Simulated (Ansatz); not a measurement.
The system is Gd.

```
CELL_PARAMETERS angstrom
3.63600 0.00000 0.00000
-1.81800 3.14887 0.00000
0.00000 0.00000 5.78260
ATOMIC_POSITIONS crystal
Gd 0.66667 0.33333 0.75000
Gd 0.33333 0.66667 0.25000
```

Base run:

* Program: Ansatz 0.2.0
* Functional: PBE
* Potentials or basis: Ansatz PAW
* Cutoff: 420 eV (not typed: the program's choice for these potentials)
* k mesh: 7 × 7 × 4
* Occupations: fermi-dirac, width 0.05 eV
* Spin: collinear spin, ferromagnetic start
* Starting moments: [1.75, 1.75] μB
* Fixed moment: 3.5 μB

Its results: pressure 4.0 GPa; site moments Gd +2.34 μB.

Problem. The run is repeated on the same cell with these changes: fixed moment from 3.5 μB to 14 μB; moments at the start from [1.75, 1.75] to [7.0, 7.0]. What comes out?

Solution. Pressure 0.2 GPa; site moments Gd +6.96 μB.

Caveats: the total moment is fixed, so each spin has its own Fermi level; the thresholds are loose for stress.
